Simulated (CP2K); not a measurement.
Crystal: SnTe.

```
Te Sn
1.0
     4.45597    0.00000    0.00000
     2.22799    3.85899    0.00000
     2.22799    1.28633    3.63829
Te Sn
1 1
Cartesian
  4.4560 2.5727 1.8191
  0.0000 0.0000 0.0000
```

Base run:

- Program: CP2K 2026.2
- Functional: WC
- Potentials or basis: POTENTIAL_UZH Te GTH-PBE-q6, Sn GTH-PBE-q4; TZVP-MOLOPT-PBE-GTH basis
- Density cutoff: 9184 eV
- k mesh: 7 × 7 × 7
- Occupations: fermi-dirac, width 0.05 eV
- Spin: no spin polarisation

Its results: pressure 1.9 GPa.

Question: After a change of settings the same cell gave: pressure 6.5 GPa. Which change was it?
A. functional from WC to BLYP
B. functional from WC to PBEsol
C. functional from WC to MS2
D. functional from WC to OLYP

Answer: A.

BLYP binds less tightly than WC, so the same cell stands under more pressure.

Caveats: the potentials were made for another functional, which shifts forces and pressure; the basis of atomic orbitals isn't converged, which shifts pressures, moduli and gaps.
